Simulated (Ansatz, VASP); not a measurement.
Given: the input of a run of Ansatz 0.2.0 on TiB2.

The input input.yaml:

```yaml
crystal:
  lattice:
    - [3.0492615118, 0.0, 0.0]
    - [-1.5246307559, 2.640737932, 0.0]
    - [0.0, 0.0, 3.2497807555]
  atoms:
    - { symbol: Ti, position: [0.0, 0.0, 0.0] }
    - { symbol: B, position: [0.6666666667, 0.3333333333, 0.5] }
    - { symbol: B, position: [0.3333333333, 0.6666666667, 0.5] }
kpoints:
  mp_grid: { grid: [10, 10, 8] }
scf:
  occupations: { method: fermi_dirac, width: 0.05 }
hamiltonian:
  xc: lda
  pseudopotentials: { kind: all_electron, lapw: { basis_error: 0.002 } }
output:
  forces: true
  stress: true
  eigenvalues: true
```

Potentials or basis: all-electron LAPW, scalar-relativistic.

The run is started by

```sh
$ ansatz run input.yaml --threads 2 --pin off --max-ram 6144MiB --backend cpu --events-out ev --progress --plain --runs-dir out
```

Set up the same calculation for VASP 6.6.1. Potentials there: VASP PAW LDA potentials, release 64 (Ti_sv, B).

As run (the cutoff follows the program's own potentials):

The input INCAR:

```
PREC = Accurate ; ENCUT = 520
EDIFF = 1E-6 ; ISMEAR = -1
SIGMA = 0.05 ; LREAL = False
LASPH = True ; NELM = 100
ALGO = Normal ; ISIF = 2
LWAVE = False ; LCHARG = False
NBANDS = 16
```

The input KPOINTS:

```
Automatic mesh
0
Gamma
  10 10 8
```

POSCAR

```
TiB2
1.0
    3.0492615118      0.0000000000      0.0000000000
   -1.5246307559      2.6407379320      0.0000000000
    0.0000000000      0.0000000000      3.2497807555
Ti B
1 2
Direct
    0.0000000000      0.0000000000      0.0000000000
    0.6666666667      0.3333333333      0.5000000000
    0.3333333333      0.6666666667      0.5000000000
```

Potentials or basis: VASP PAW LDA potentials, release 64 (Ti_sv, B).

Launch:

```bash
$ cat potpaw_LDA.64/Ti_sv/POTCAR potpaw_LDA.64/B/POTCAR > POTCAR
$ mpirun -np 1 vasp_std > vasp.out
```

Both were run:

|  | VASP | Ansatz | Ansatz less VASP |
| --- | --- | --- | --- |
| gap on the k mesh at the Fermi level (eV) | none | none | - |
| pressure (GPa) | -15.2 | -15.7 | -0.51 |

A gap of «none» marks a metal or a gap that the smearing closes. Ansatz ran all-electron here, so the differences hold the error of VASP's frozen core and of both bases.

Caveats: so large a pressure means that the cell lies far from this level's equilibrium, or that cutoff or potentials fall short (VASP).
